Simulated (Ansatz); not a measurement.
# GaSb under changes of volume

One of the cells (24.084 Å³/atom); the others are scaled copies at fixed shape and fractional positions:

```
CELL_PARAMETERS angstrom
-1.55590 2.67500 2.89331
1.55590 -2.67500 2.89331
1.55590 2.67500 -2.89331
ATOMIC_POSITIONS crystal
Sb 0.50000 0.50000 0.00000
Ga 0.00000 0.00000 0.00000
```

Measurements of this composition are mostly on another form, of space group No. 216.

- Program: Ansatz 0.2.0
- Functional: PBEsol
- Potentials or basis: all-electron LAPW, scalar-relativistic
- Cutoff: 223 eV (chosen from the basis error)
- Basis error allowed: 0.001 eV/atom
- k mesh: 10 × 10 × 10
- Occupations: fermi-dirac, width 0.05 eV
- Spin: no spin polarisation

```tsv
volume (Å³/atom)	energy over the lowest point (meV/atom)	pressure (GPa)
22.639	0.00	0.4
23.121	0.94	-0.9
23.602	?	?
24.084	13.46	-3.1
24.566	24.19	-4.0
25.048	37.44	-4.8
25.529	52.88	-5.4
```

What does the run at 23.602 Å³/atom give?

Energy over the lowest point 5.58 meV/atom; pressure -2.1 GPa.

Worked out: A Birch-Murnaghan fit of order 3 (a polynomial in V^(-2/3)) to the other rows has its minimum at 22.76 Å³/atom with B0 = V·E''(V) = 64 GPa and B' = 5.0 at fixed shape and positions, which overstates the stiffness. It gives 5.57 meV/atom at 23.602 Å³/atom, against the run's 5.58, and -dE/dV = -2.1 GPa, against -2.1.

Energies are extrapolated to zero smearing.
